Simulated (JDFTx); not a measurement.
**Sn under changes of volume**

One of the cells (33.803 Å³/atom); the others are scaled copies at fixed shape and fractional positions:

```
Sn
1.0
     0.00000    3.23334    3.23334
     3.23334    0.00000    3.23334
     3.23334    3.23334    0.00000
Sn
2
Direct
  0.75000 0.75000 0.75000
  0.50000 0.50000 0.50000
```

This isn't the form of Sn at room conditions, which is tetragonal (white tin).

```yaml
Program: JDFTx 1.7.0 (patched build)
Functional: PBEsol
Potentials_or_basis: PseudoDojo-SR-PBEsol-0.4.1-standard with smoothed tails
Cutoff: 980 eV
Density_cutoff: 7837 eV
k_mesh: 7 × 7 × 7
Occupations: fermi-dirac, width 0.05 eV
Spin: no spin polarisation
```

```csv
volume (Å³/atom),energy over the lowest point (meV/atom),pressure (GPa)
31.775,48.45,5.2
32.451,?,?
33.127,15.33,2.7
33.803,6.13,1.7
34.479,1.19,0.7
35.155,0.00,-0.1
35.831,2.12,-0.8
```

Task: What does the run at 32.451 Å³/atom give?

Result: Energy over the lowest point 29.25 meV/atom; pressure 3.9 GPa.

Worked out: A Birch-Murnaghan fit of order 3 (a polynomial in V^(-2/3)) to the other rows has its minimum at 35.05 Å³/atom with B0 = V·E''(V) = 42 GPa and B' = 5.0. It gives 29.22 meV/atom at 32.451 Å³/atom, against the run's 29.25, and -dE/dV = 3.9 GPa, against 3.9.

Energies are extrapolated to zero smearing.
